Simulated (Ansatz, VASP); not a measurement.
# Ag in VASP and in Ansatz

```
CELL_PARAMETERS angstrom
-1.69053 1.69053 1.47645
1.69053 -1.69053 1.47645
1.69053 1.69053 -1.47645
ATOMIC_POSITIONS crystal
Ag 0.50000 0.50000 0.00000
```

Alike in both runs: functional PBEsol; k mesh 8 × 8 × 8; occupations gaussian, width 0.1 eV; no spin polarisation.

Ansatz relaxed the structure, and its values are those at the end. VASP's run is a single point on that final structure, the one shown.

|  | VASP | Ansatz |
| --- | --- | --- |
| version | VASP 6.6.1 | Ansatz 0.2.0 |
| potentials or method | VASP PAW PBE potentials, release 64 (Ag) | scalar-relativistic, plane waves, PAW |
| plane-wave cutoff (eV) | 520 | 420 |
| valence electrons in the cell | 11 | 19 |

```tsv
	VASP	Ansatz	Ansatz less VASP
gap on the k mesh at the Fermi level (eV)	none	none	-
pressure (GPa)	-0.2	0.0	+0.24
```

A gap of «none» marks a metal or a gap that the smearing closes. The two sets of potentials don't hold the same shells in valence.

Caveats: the PAW data sets were made with another functional, which shifts forces and pressure a little (VASP).
